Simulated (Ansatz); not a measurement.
Cu3Al: changing the dispersion correction

The cell as given:

```cif
data_structure
_symmetry_space_group_name_H-M 'Pm-3m'
_symmetry_Int_Tables_number 221
_cell_length_a 3.6374
_cell_length_b 3.6374
_cell_length_c 3.6374
_cell_angle_alpha 90.000
_cell_angle_beta 90.000
_cell_angle_gamma 90.000
_cell_volume 48.12
loop_
_atom_site_label
_atom_site_type_symbol
_atom_site_symmetry_multiplicity
_atom_site_Wyckoff_symbol
_atom_site_fract_x
_atom_site_fract_y
_atom_site_fract_z
_atom_site_occupancy
Cu1 Cu 3 c 0.00000 0.50000 0.50000 1
Al1 Al 1 a 0.00000 0.00000 0.00000 1
```

The cell comes from a database or a generator and needn't be the stable form of this composition.

Kept alike: task relaxation of cell and atoms; functional PBEsol; k mesh 7 × 7 × 7; occupations fermi-dirac, width 0.05 eV; no spin polarisation. Program: Ansatz, Ansatz PAW, cutoff 420 eV. The mesh is that of the run's cell of 4 atoms. No spin-orbit coupling.

| dispersion correction | volume (Å³/atom) |
| --- | --- |
| D3(BJ) | 11.465 |
| D3(BJ)-ATM | 11.592 |
| D4 | 11.690 |
| none | 11.971 |

The relaxations keep at least the cell's symmetry (Pm-3m). For a metal such a mesh leaves the last digits unconverged. Relaxations stop with a little pressure left, so the last digits of a volume or edge aren't settled. Ansatz's relaxations hold a Pulay term in the stress (up to 0.1 GPa here). All rows use potentials made for PBE.

The volume runs from 11.465 (D3(BJ)) to 11.971 Å³/atom (none). Against no correction: D3(BJ) -4.2 %; D3(BJ)-ATM -3.2 %; D4 -2.3 %. Dispersion terms mostly attract and so lower the volume; the schemes' coefficients and damping set how far.
